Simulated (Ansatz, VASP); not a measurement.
**TaN: VASP beside Ansatz**

```
CELL_PARAMETERS angstrom
0.00000 2.22597 2.22597
2.22597 0.00000 2.22597
2.22597 2.22597 0.00000
ATOMIC_POSITIONS crystal
Ta 0.50000 0.50000 0.50000
N 0.00000 0.00000 0.00000
```

Change from the starting cell: volume scaled by 1.02.

Alike in both runs: task single point; functional PBEsol; k mesh 10 × 10 × 10; occupations fermi-dirac, width 0.05 eV; no spin polarisation.

```csv
,VASP,Ansatz
version,VASP 6.6.1,Ansatz 0.2.0
potentials or method,"VASP PAW PBE potentials, release 64 (Ta_pv, N), cutoff 520 eV","all-electron LAPW, scalar-relativistic"
```

|  | VASP | Ansatz | Ansatz less VASP |
| --- | --- | --- | --- |
| gap on the k mesh at the Fermi level (eV) | none | none | - |
| pressure (GPa) | -15.8 | -16.5 | -0.63 |

A gap of «none» marks a metal or a gap that the smearing closes. Ansatz ran all-electron here, so the differences hold the error of VASP's frozen core and of both bases.

Caveats: so large a pressure means that the cell lies far from this level's equilibrium, or that cutoff or potentials fall short (VASP); the potentials were made for another functional, which shifts forces and pressure (VASP). The runs have no spin-orbit coupling, so splittings on Ta are missing.
